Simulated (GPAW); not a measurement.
**MnO2 and the effect of the functional**

The structure is trigonal, space group R-3m (No. 166). The conventional cell has a = 2.857 Å, b = 2.857 Å, c = 13.752 Å, α = 90.00°, β = 90.00°, γ = 120.00°. Mn (site symmetry -3m) is surrounded by 6 O at 1.90 Å. O (site symmetry 3m) has 3 Mn at 1.90 Å as nearest neighbours.

Measurements of this composition are mostly on another form, of space group No. 136.

Kept alike: task band structure; k mesh 7 × 7 × 7; occupations fermi-dirac, width 0.05 eV; collinear spin, ferromagnetic start. Program: GPAW, potentials by row: the program's PAW data sets (release 1.2.1) made for this functional (LDA); PAW data sets generated for this functional (PBEsol); GPAW PAW data sets (gpaw-data 1.2.1) (r2SCAN on files made for PBE), cutoff 800 eV. The mesh is that of the run's cell of 3 atoms. No spin-orbit coupling.

| functional | band gap (eV) | pressure (GPa) | largest site moment (μB) |
| --- | --- | --- | --- |
| LDA | 0.450 | -7.64 | 2.78 |
| PBEsol | 0.731 | 1.03 | 2.81 |
| r2SCAN | 1.948 | 2.70 | 2.91 |

Pressure is positive in compression; the values hold the error of the finite cutoff, so their zero can differ a little from the energy's minimum. The runs hold the magnetic state that their start led to, which needn't be the lowest. Gaps are the smaller of the mesh's and the band path's. Site moments count inside each atom's sphere or projector.

The band gap runs from 0.450 (LDA) to 1.948 eV (r2SCAN). The pressure runs from -7.64 (LDA) to 2.70 GPa (r2SCAN). The largest site moment runs from 2.78 (LDA) to 2.91 μB (r2SCAN).
